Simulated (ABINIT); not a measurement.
Crystal: Cs.

```
Cs
1.0
     3.01901   -4.33813    0.00000
     3.01901    4.33813    0.00000
    -2.57494    0.00000    4.41389
Cs
1
Cartesian
  -1.2875 0.0000 2.2069
```

This isn't the form of Cs at room conditions, which is bcc.

```yaml
Program: ABINIT 10.8.3 (patched build)
Task: relaxation of cell and atoms
Functional: PBE
Dispersion: D3(BJ)
Potentials_or_basis: SPMS NC PBE v1.0
Cutoff: 490 eV
k_mesh: 4 × 4 × 4
Occupations: fermi-dirac, width 0.05 eV
Spin: no spin polarisation
```

At the start: pressure -0.1 GPa; volume 115.62 Å³/atom.

How do energy, volume and symmetry change on relaxing?

Over 20 steps the energy falls by 3.1 meV/atom and the volume is 111.44 Å³/atom (-3.6 %); space group C2/m (No. 12, to 0.05 Å).

Step by step:
| step | energy change (eV) | largest force (eV/Å) | pressure (GPa) | volume (Å³) |
| --- | --- | --- | --- | --- |
| 1 | 0.0000 | 0.0000 | -0.07 | 115.62 |
| 2 | 0.0000 | 0.0000 | -0.07 | 115.59 |
| 3 | -0.0021 | 0.0000 | 0.06 | 108.66 |
| 4 | -0.0027 | 0.0000 | 0.01 | 111.19 |
| 5 | -0.0028 | 0.0000 | 0.01 | 110.78 |
| 6 | -0.0028 | 0.0000 | 0.02 | 110.74 |
| 7 | -0.0028 | 0.0000 | 0.02 | 110.62 |
| 8 | -0.0028 | 0.0000 | 0.02 | 110.52 |
| 9 | -0.0028 | 0.0000 | 0.02 | 110.50 |
| 10 | -0.0029 | 0.0000 | 0.02 | 110.74 |
| 11 | -0.0030 | 0.0000 | 0.01 | 111.34 |
| 12 | -0.0030 | 0.0000 | 0.00 | 111.89 |
| 13 | -0.0031 | 0.0000 | -0.01 | 112.05 |
| 14 | -0.0031 | 0.0000 | -0.01 | 112.05 |
| 15 | -0.0031 | 0.0000 | -0.01 | 112.04 |
| 16 | -0.0031 | 0.0000 | -0.01 | 112.00 |
| 17 | -0.0031 | 0.0000 | -0.01 | 111.93 |
| 18 | -0.0031 | 0.0000 | 0.00 | 111.79 |
| 19 | -0.0031 | 0.0000 | 0.00 | 111.59 |
| 20 | -0.0031 | 0.0000 | 0.00 | 111.44 |

Final structure:
```
Cs
1.0
     2.95611   -4.24685    0.09977
     2.95611    4.24685    0.09977
    -2.37542    0.00000    4.35821
Cs
1
Direct
  0.00000 0.00000 0.50000
```

Caveat: pairwise dispersion overbinds metals, which lowers pressure and volume.
